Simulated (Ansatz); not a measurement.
**From the elastic tensor of InAs to moduli and sound speeds**

These are results of Ansatz 0.2.0, DFT PBE0, scalar-relativistic, plane waves, PAW, not measurements. Plane waves to 420 eV; Γ-centred k mesh 10×10×10; Fermi-Dirac smearing of 0.15 eV. No spin polarisation.

The structure is cubic, space group Fm-3m (No. 225). The conventional cell has a = 5.674 Å, b = 5.674 Å, c = 5.674 Å, α = 90.00°, β = 90.00°, γ = 90.00°. Around In (site symmetry m-3m) lie 6 As at 2.84 Å. As (site symmetry m-3m) has 6 In at 2.84 Å as nearest neighbours.

The cell is the ideal cubic rocksalt prototype; this isn't the usual structure of the compound. In a metal, frequencies and elastic constants depend on the k mesh and the smearing, soft modes and shear constants most.

Relaxed-ion constants (GPa, on the Cartesian axes of the calculation):
C11 = 147.4, C12 = 35.7, C13 = 35.7, C22 = 147.4, C23 = 35.7, C33 = 147.4, C44 = 22.5, C55 = 22.5, C66 = 22.5 GPa; the others vanish.

Density 6.901 g/cm³; 2 atoms in 45.66 Å³.

The values that follow are for a polycrystal of randomly turned grains, by Hill's mean where one number stands. In a crystal this anisotropic the Voigt and Reuss bounds lie far apart, so Hill's mean and the sound speeds and Debye temperature from it are rough.

With S = C⁻¹: B_V = (C11+C22+C33+2(C12+C13+C23))/9, G_V = (C11+C22+C33−C12−C13−C23+3(C44+C55+C66))/15, 1/B_R = S11+S22+S33+2(S12+S13+S23), 15/G_R = 4(S11+S22+S33−S12−S13−S23)+3(S44+S55+S66); Hill is their mean. Then v_l = √((B+4G/3)/ρ), v_t = √(G/ρ), v_m = [(2/v_t³+1/v_l³)/3]^(−1/3) and Θ = (ħ/k_B)·v_m·(6π²n/V)^(1/3) for n atoms in the volume V; E = 9BG/(3B+G), ν = (3B−2G)/(2(3B+G)) and A^U = 5G_V/G_R + B_V/B_R − 6.

```json
{
  "Bulk modulus, Voigt / Reuss / Hill": "72.9 / 72.9 / 72.9 GPa",
  "Shear modulus, Voigt / Reuss / Hill": "35.8 / 29.5 / 32.7 GPa",
  "Young's modulus": "85 GPa",
  "Poisson ratio": "0.305",
  "Pugh ratio B/G": "2.23 (over 1.75, the rule of thumb for ductile)",
  "Universal anisotropy index": "1.06",
  "Longitudinal and transverse sound speeds": "4109 and 2176 m/s",
  "Debye temperature from the mean sound speed": "255 K"
}
```

Cost: 1 run of about 30 core-minutes, on AMD EPYC 9R45 (Zen 5) (shared hosts).

The elastic response is governed by the direction of the In–As contacts. In rocksalt these lie along the cube axes, so uniaxial strain along an axis stretches or compresses them directly, which gives the large C11 of 147.4 GPa. The shear described by C44 mainly changes bond angles and leaves nearest-neighbour lengths unchanged to first order, and it meets only 22.5 GPa. The crystal is therefore stiffest along ⟨100⟩ and softest along ⟨111⟩, the reverse of tetrahedrally bonded zinc-blende InAs. The weak resistance to bending probably reflects the loss of directional sp³ bonding in favour of more delocalised p bonding. C12 exceeds C44, so central pair forces alone cannot describe the lattice.

The constants satisfy the cubic Born criteria, which supports stability against small homogeneous strains at this cell volume. They don't exclude phonon instabilities at finite wavevector, or show that rocksalt competes energetically with zinc blende, from which InAs transforms only under pressure.
